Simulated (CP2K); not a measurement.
Ta:

```
Ta
1.0
     2.87829    0.00000    0.00000
    -1.08580    2.66277    0.00000
    -0.95391   -1.34057    2.34800
Ta
1
Cartesian
  0.0000 0.0000 0.0000
```

Base run:

- Program: CP2K 2026.2
- Functional: PBE
- Potentials or basis: POTENTIAL_UZH Ta GTH-PBE0-q13; DZVP-MOLOPT-SR-GTH basis
- Density cutoff: 6123 eV
- k mesh: 11 × 11 × 11
- Occupations: fermi-dirac, width 0.05 eV
- Spin: no spin polarisation

Its results: band gap on the k mesh none (metal or under the smearing width); pressure 1.8 GPa.

After a change of settings the same cell gave: band gap on the k mesh none (metal or under the smearing width); pressure -20.9 GPa. Which change was it?
A. potentials or basis from POTENTIAL_UZH Ta GTH-PBE0-q13; DZVP-MOLOPT-SR-GTH basis to GTH_POTENTIALS Ta GTH-PADE-q13; DZVP-MOLOPT-SR-GTH basis; potentials from Ta GTH-PBE0-q13 of POTENTIAL_UZH to Ta GTH-PADE-q13 of GTH_POTENTIALS
B. potentials or basis from POTENTIAL_UZH Ta GTH-PBE0-q13; DZVP-MOLOPT-SR-GTH basis to POTENTIAL_UZH Ta GTH-SCAN-q13; DZVP-MOLOPT-SR-GTH basis; potentials from Ta GTH-PBE0-q13 of POTENTIAL_UZH to Ta GTH-SCAN-q13 of POTENTIAL_UZH
C. potentials or basis from POTENTIAL_UZH Ta GTH-PBE0-q13; DZVP-MOLOPT-SR-GTH basis to GTH_POTENTIALS Ta GTH-PBE-q13; DZVP-MOLOPT-SR-GTH basis; potentials from Ta GTH-PBE0-q13 of POTENTIAL_UZH to Ta GTH-PBE-q13 of GTH_POTENTIALS

A.

Caveats: the basis of atomic orbitals isn't converged, which shifts pressures, moduli and gaps; the potentials were made for another functional, which shifts forces and pressure (some runs).
